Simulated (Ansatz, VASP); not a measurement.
**Two plane-wave programs on InP**

```
In P
1.0
     0.00000    2.92373    2.92373
     2.92373    0.00000    2.92373
     2.92373    2.92373    0.00000
In P
1 1
Direct
  0.00000 0.00000 0.00000
  0.25000 0.25000 0.25000
```

Alike in both runs: task single point; functional r2SCAN; k mesh 8 × 8 × 8; occupations gaussian, width 0.02 eV; no spin polarisation.

|  | VASP | Ansatz |
| --- | --- | --- |
| version | VASP 6.6.1 | Ansatz 0.2.0 |
| potentials or method | VASP PAW PBE potentials, release 64 (In_d, P) | scalar-relativistic, plane waves, PAW |
| plane-wave cutoff (eV) | 520 | 500 |
| valence electrons in the cell | 18 | 18 |

|  | VASP | Ansatz | Ansatz less VASP |
| --- | --- | --- | --- |
| gap on the k mesh at the Fermi level (eV) | 1.21 | 1.21 | -0.005 |
| least direct gap on the mesh (eV) | 1.21 | 1.21 | -0.005 |
| pressure (GPa) | 2.1 | 2.2 | +0.12 |

Caveats: the PAW data sets were made with another functional, which shifts forces and pressure a little (VASP); spin-orbit coupling is left out, which moves the levels of the heavy elements. r2SCAN opens gaps a little over a GGA but as a rule still falls short of measured ones.
